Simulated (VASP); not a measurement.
TaN:

```
Ta N
1.0
     0.00000    2.49114    2.49114
     2.49114    0.00000    2.49114
     2.49114    2.49114    0.00000
Ta N
1 1
Cartesian
  0.0000 0.0000 0.0000
  1.2456 1.2456 1.2456
```

The cell comes from a database or a generator and needn't be the stable form of this composition.

Base run:

* Program: VASP 6.6.1
* Functional: PBEsol
* Potentials or basis: VASP PAW PBE potentials, release 64 (Ta_pv, N)
* Cutoff: 520 eV
* k mesh: 7 × 7 × 7
* Occupations: gaussian, width 0.05 eV
* Spin: collinear spin, ferromagnetic start
* Starting moments: [0.5, 0.0] μB

Its results: band gap on the k mesh none (metal or under the smearing width); pressure -30.5 GPa; net moment 0.00 μB per cell.

Question: The run is repeated on the same cell with these changes: hubbard terms from none to Ta d U = 4 eV. What comes out?

Answer: Band gap on the k mesh none (metal or under the smearing width); pressure -24.5 GPa; net moment 0.00 μB per cell.

Caveats: the PAW data sets were made with another functional, which shifts forces and pressure a little; a pressure of tens of GPa on the cell as given is suspect, and the run, the potentials or the cell itself is likely at fault (some runs).
